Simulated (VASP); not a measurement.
Input of a VASP 6.6.1 run:

The input POSCAR:

```
CrCuO2
1.0
    1.4849688057      0.8573471397      5.7009593482
   -1.4849688057      0.8573471397      5.7009593482
    0.0000000000     -1.7146942794      5.7009593482
  Cr              Cu              O
     1     1     2
Direct
     0.5000000000000000    0.5000000000000000    0.5000000000000000
     0.0000000000000000    0.0000000000000000    0.0000000000000000
     0.1079674650345683    0.1079674650345683    0.1079674650345684
     0.8920325349654318    0.8920325349654318    0.8920325349654317
```

INCAR.step1

```
SYSTEM = CrCuO2
ALGO = Normal
EDIFF = 1E-8
EDIFFG = -0.002
ENCUT = 600
GGA = PE
IBRION = 2
ISIF = 2
ISMEAR = -1
ISPIN = 2
KPAR = 8
LASPH = .TRUE.
LCHARG = .FALSE.
LMAXMIX = 4
LORBIT = 11
LREAL = .FALSE.
LWAVE = .FALSE.
MAGMOM = 3 0 0 0
NELM = 150
NSW = 40
PREC = Accurate
SIGMA = 0.05
```

Contents of INCAR.step2:

```
SYSTEM = CrCuO2
ALGO = Normal
EDIFF = 1E-8
ENCUT = 600
GGA = PE
IBRION = 6
ISIF = 2
ISMEAR = -1
ISPIN = 2
KPAR = 8
LASPH = .TRUE.
LCHARG = .FALSE.
LMAXMIX = 4
LORBIT = 11
LREAL = .FALSE.
LWAVE = .FALSE.
MAGMOM = 3 0 0 0
NELM = 150
NFREE = 2
NSW = 1
POTIM = 0.015
PREC = Accurate
SIGMA = 0.05
```

The input KPOINTS:

```
k-points
0
G
  8 8 8
  0 0 0
```

Potentials or basis: VASP PAW PBE potentials, release 64 (Cr_pv, Cu, O).

The run is started by

```bash
$ cat potpaw_PBE.64/Cr_pv/POTCAR potpaw_PBE.64/Cu/POTCAR potpaw_PBE.64/O/POTCAR > POTCAR
$ cp INCAR.step1 INCAR
$ mpirun -np 8 vasp_std > vasp.out
$ cp CONTCAR POSCAR
$ cp INCAR.step2 INCAR
$ mpirun -np 8 vasp_std > vasp.out
```

**Question.** What does it give for the highest phonon frequency at Γ, LO-TO splitting left out?

**Answer.** 679 cm⁻¹.

**Question.** Predict the site moments.

**Answer.** Cr +2.83; Cu +0.03; O -0.00 μB.

**Question.** What does it give for the net moment?

**Answer.** 3.00 μB per cell.

Phonon frequencies in cm⁻¹ (negative: imaginary):
| q point | frequencies |
| --- | --- |
| (0.000, 0.000, 0.000) | 0 0 0 134 134 366 447 447 495 495 663 679 |
